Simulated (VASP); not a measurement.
# AlP (F-43m) in VASP: single point with HSE06

Aim: the single point of AlP with HSE06.

Program: VASP 6.6.1. These are calculated values, not measurements. Logs are shortened: lines on timing, memory, paths and dates and some standing lists are left out, and cuts for length are marked.

## (1) The structure

The structure is cubic, space group F-43m (No. 216). The conventional cell has a = 5.479 Å, b = 5.479 Å, c = 5.479 Å, α = 90.00°, β = 90.00°, γ = 90.00°. Al (site symmetry -43m) is surrounded by 4 P at 2.37 Å. P (site symmetry -43m) has 4 Al at 2.37 Å as nearest neighbours.

## (2) Single point, HSE06

The input, POSCAR:

```
AlP
1.0
    0.0000000000      2.7392607946      2.7392607946
    2.7392607946      0.0000000000      2.7392607946
    2.7392607946      2.7392607946      0.0000000000
Al P
1 1
Direct
    0.0000000000      0.0000000000      0.0000000000
    0.2500000000      0.2500000000      0.2500000000
```

The input, INCAR.step1:

```
SYSTEM = AlP
  PREC = Accurate
  ENCUT = 520
  EDIFF = 1E-5
  ISMEAR = 0
  SIGMA = 0.01
  LREAL = .False.
  LASPH = .True.
  NELM = 100
  ALGO = Normal
  ISIF = 2
  LWAVE = .True.
  LCHARG = .False.
  NBANDS = 11
  GGA = PE
```

The input, INCAR.step2:

```
SYSTEM = AlP
  PREC = Accurate
  ENCUT = 520
  EDIFF = 1E-6
  ISMEAR = 0
  SIGMA = 0.01
  LREAL = .False.
  LASPH = .True.
  NELM = 100
  ALGO = Normal
  ISIF = 2
  LWAVE = .False.
  LCHARG = .False.
  GGA = PE
  LHFCALC = .True.
  HFSCREEN = 0.2079
  PRECFOCK = Normal
  NBANDS = 11
  ISTART = 1
```

The input, KPOINTS:

```
Automatic mesh
0
Gamma
  4 4 4
  0 0 0
```

Potentials or basis: VASP PAW PBE potentials, release 64 (Al, P).

Run with:

```
> cat potpaw_PBE.64/Al/POTCAR potpaw_PBE.64/P/POTCAR > POTCAR
> cp INCAR.step1 INCAR
> mpirun -np 1 vasp_std > vasp.out
> cp INCAR.step2 INCAR
> mpirun -np 1 vasp_std > vasp.out
```

OUTCAR:

```text
SYSTEM = AlP
   PREC = Accurate
   ENCUT = 520
   EDIFF = 1E-6
   ISMEAR = 0
   LREAL = .False.
   LASPH = .True.
   NELM = 100
   ISIF = 2
   GGA = PE
   LHFCALC = .True.
   HFSCREEN = 0.2079
   PRECFOCK = Normal
   ISTART = 1

 ion  position               nearest neighbor table
   1  0.000  0.000  0.000-   2 2.37   2 2.37   2 2.37   2 2.37
   2  0.250  0.250  0.250-   1 2.37   1 2.37   1 2.37   1 2.37

  LATTYP: Found a face centered cubic cell.
 ALAT       =     5.4785215892

  Lattice vectors:

 A1 = (   0.0000000000,   2.7392607946,   2.7392607946)
 A2 = (   2.7392607946,   0.0000000000,   2.7392607946)
 A3 = (   2.7392607946,   2.7392607946,   0.0000000000)

Analysis of symmetry for initial positions (statically):
=====================================================================
 Subroutine PRICEL returns:
 Original cell was already a primitive cell.

 Routine SETGRP: Setting up the symmetry group for a
 face centered cubic supercell.

 Subroutine GETGRP returns: Found 24 space group operations
 (whereof 24 operations were pure point group operations)
 out of a pool of 48 trial point group operations.

The static configuration has the point symmetry T_d .

Analysis of symmetry for dynamics (positions and initial velocities):
=====================================================================
 Subroutine PRICEL returns:
 Original cell was already a primitive cell.

 Routine SETGRP: Setting up the symmetry group for a
 face centered cubic supercell.

 Subroutine GETGRP returns: Found 24 space group operations
 (whereof 24 operations were pure point group operations)
 out of a pool of 48 trial point group operations.

The dynamic configuration has the point symmetry T_d .

 Subroutine INISYM returns: Found 24 space group operations
 (whereof 24 operations are pure point group operations),
 and found     1 'primitive' translations

----------------------------------------------------------------------------------------

                                     Primitive cell

  volume of cell :      41.1084

  direct lattice vectors                    reciprocal lattice vectors
     0.000000000  2.739260795  2.739260795    -0.182530996  0.182530996  0.182530996
     2.739260795  0.000000000  2.739260795     0.182530996 -0.182530996  0.182530996
     2.739260795  2.739260795  0.000000000     0.182530996  0.182530996 -0.182530996

  length of vectors
     3.873899767  3.873899767  3.873899767     0.316152958  0.316152958  0.316152958

  position of ions in fractional coordinates (direct lattice)
     0.000000000  0.000000000  0.000000000
     0.250000000  0.250000000  0.250000000
[... 80 lines left out ...]
     AMIX_MAG =   1.60;   BMIX_MAG =  1.00
  volume/ion in A,a.u.               =      20.55       138.71
  Fermi-wavevector in a.u.,A,eV,Ry     =   0.948698  1.792780 12.245630  0.900028
  Thomas-Fermi vector in A             =   2.076911
   LORBIT       =      0    0 simple, 1 ext, 2 COOP (PROOUT), +10 PAW based schemes
   GGA     = PE    functional components
   LHFCALC =     T    Hartree Fock is set to
   PRECFOCK=normal    Normal, Fast or Accurate (Low or Medium for compatibility)
   ENCUT4O =  -1.0   cutoff for four orbital integrals eV
   NKREDX  =     1    reduce k-point grid by
   NKREDY  =     1    reduce k-point grid by
   NKREDZ  =     1    reduce k-point grid by
   AEXX    =    0.2500 exact exchange contribution
   HFSCREEN=    0.2079 screening length (either q_TF or 0.3 A-1)
   HFSCREENC=   0.2079 screening length for correlation (either q_TF or 0.3 A-1)
   ENCUTFOCK=  -1.0 apply spherical cutoff to Coloumb kernel
   IVDW    =     0    specifies the selected vdW correction
   LEPSILON=     F    determine dielectric tensor
   LRPA    =     F    only Hartree local field effects (RPA)
 non-spin polarized calculation
 Gauss-broadening in eV      SIGMA  =   0.01
  energy-cutoff  :      520.00
  volume of cell :       41.11
 maximum number of plane-waves:      1124
 NGX is ok and might be reduce to    30
  NGX = 24; NGY = 24; NGZ = 24

 number of electron       7.9999999 magnetization

 Free energy of the ion-electron system (eV)
  ---------------------------------------------------
  ext. energy  EPLUGINS =         0.00000000
  ---------------------------------------------------
  free energy    TOTEN  =       -11.92067430 eV

  energy without entropy =      -11.92067430  energy(sigma->0) =      -11.92067430

 E-fermi :   4.1418     XC(G=0):  -7.6407

 val. band max:        4.0261537764   @ k =   0.0000   0.0000   0.0000
 cond. band min:       6.3216409496   @ k =   0.5000   0.5000   0.0000
 fundamental gap:      2.2954871731
 Fermi energy:         4.1417562403

 k-point     1 :       0.0000    0.0000    0.0000
  band No.  band energies     occupation
      1      -8.6683      2.00000
      2       4.0262      2.00000
      3       4.0262      2.00000
      4       4.0262      2.00000
      5       8.1880      0.00000
      6       9.5028      0.00000
      7       9.5028      0.00000
      8       9.5028      0.00000
      9      14.0290      0.00000
     10      14.0290      0.00000
     11      15.3260      0.00000
[... 85 lines left out ...]
 k-point     8 :      -0.2500    0.5000    0.2500
  band No.  band energies     occupation
      1      -6.0444      2.00000
      2      -1.3695      2.00000
      3       0.6098      2.00000
      4       1.0199      2.00000
      5       9.1890      0.00000
      6      11.0136      0.00000
      7      11.1107      0.00000
      8      11.4325      0.00000
      9      16.6261      0.00000
     10      17.3737      0.00000
     11      18.6557      0.00000

------------------------ aborting loop because EDIFF is reached ----------------------------------------

  FORCE on cell =-STRESS in cart. coord.  units (eV):
  Direction    XX          YY          ZZ          XY          YZ          ZX
  --------------------------------------------------------------------------------------
  -------------------------------------------------------------------------------------
  Total       -0.0043972     -0.0043972     -0.0043972     -0.0000000      0.0000000      0.0000000
  in kB       -0.1713768     -0.1713768     -0.1713768     -0.0000000      0.0000000      0.0000000
  external PRESSURE =      -0.1713768 kB  Pullay stress =       0.0000000 kB

 VOLUME and BASIS-vectors are now :
 -----------------------------------------------------------------------------
  energy-cutoff  :      520.00
  volume of cell :       41.11
      direct lattice vectors                 reciprocal lattice vectors
     0.000000000  2.739260795  2.739260795    -0.182530996  0.182530996  0.182530996
     2.739260795  0.000000000  2.739260795     0.182530996 -0.182530996  0.182530996
     2.739260795  2.739260795  0.000000000     0.182530996  0.182530996 -0.182530996

 POSITION                                       TOTAL-FORCE (eV/Angst)
 -----------------------------------------------------------------------------------
      0.00000      0.00000      0.00000         0.000000     -0.000000     -0.000000
      1.36963      1.36963      1.36963        -0.000000      0.000000      0.000000
 -----------------------------------------------------------------------------------
    total drift:                                0.000000     -0.000000     -0.000000

  FREE ENERGIE OF THE ION-ELECTRON SYSTEM (eV)
  ---------------------------------------------------
  free  energy   TOTEN  =       -11.9206742988 eV

  energy  without entropy=      -11.9206742988  energy(sigma->0) =      -11.92067430
```

OUTCAR.step1:

```text
SYSTEM = AlP
   PREC = Accurate
   ENCUT = 520
   EDIFF = 1E-5
   ISMEAR = 0
   LREAL = .False.
   LASPH = .True.
[... 316 lines left out ...]
      0.00000      0.00000      0.00000         0.000000     -0.000000     -0.000000
      1.36963      1.36963      1.36963        -0.000000      0.000000      0.000000
 -----------------------------------------------------------------------------------
    total drift:                               -0.000000     -0.000000     -0.000000

  FREE ENERGIE OF THE ION-ELECTRON SYSTEM (eV)
  ---------------------------------------------------
  free  energy   TOTEN  =       -10.2797697740 eV

  energy  without entropy=      -10.2797697740  energy(sigma->0) =      -10.27976977
```

OSZICAR.step1:

```text
N       E                     dE             d eps       ncg     rms          rms(c)
DAV:   1     0.141253635075E+02    0.14125E+02   -0.32163E+03   176   0.575E+02
DAV:   2    -0.969715657544E+01   -0.23823E+02   -0.23147E+02   221   0.944E+01
DAV:   3    -0.106447403817E+02   -0.94758E+00   -0.94658E+00   245   0.183E+01
DAV:   4    -0.106532413169E+02   -0.85009E-02   -0.85001E-02   207   0.208E+00
DAV:   5    -0.106534121781E+02   -0.17086E-03   -0.17086E-03   218   0.282E-01    0.451E+00
DAV:   6    -0.103246103483E+02    0.32880E+00   -0.64963E-01   200   0.301E+00    0.288E+00
DAV:   7    -0.102786173940E+02    0.45993E-01   -0.24124E-01   203   0.201E+00    0.147E+00
DAV:   8    -0.102796345207E+02   -0.10171E-02   -0.17196E-02   191   0.640E-01    0.230E-01
DAV:   9    -0.102795773637E+02    0.57157E-04   -0.77373E-04   216   0.157E-01    0.101E-01
DAV:  10    -0.102797644029E+02   -0.18704E-03   -0.26810E-04   194   0.858E-02    0.126E-02
DAV:  11    -0.102797697740E+02   -0.53711E-05   -0.23043E-05   228   0.228E-02
   1 F= -.10279770E+02 E0= -.10279770E+02  d E =-.482686E-41
```

It took 46 s on 1 thread of Intel Xeon 6975P-C (Granite Rapids), shared host; peak memory 0.26 GiB.

What came out:

```yaml
Free_energy: -11.9207 eV
Pressure: 0.0 GPa
Band_gap_on_the_k_mesh: 2.30 eV, indirect (least direct gap 4.16 eV)
```

Levels at points of the mesh, in eV from the valence-band top:
```csv
k point,band 1,band 2,band 3,band 4,band 5,band 6,band 7,band 8
"(0.00, 0.00, 0.00)",-12.69,0.00,0.00,0.00,4.16,5.48,5.48,5.48
"(0.50, 0.00, 0.00)",-10.85,-6.05,-0.84,-0.84,3.63,5.75,5.75,9.28
"(0.50, 0.50, 0.00)",-10.12,-5.82,-2.30,-2.30,2.30,3.24,12.39,12.39
```

Caveat: the k mesh is coarse (spacing up to 0.50 Å⁻¹), so the values aren't converged, least of all with exact exchange; the PAW data sets were made with another functional, which shifts forces and pressure a little. A k mesh can miss the band edges.
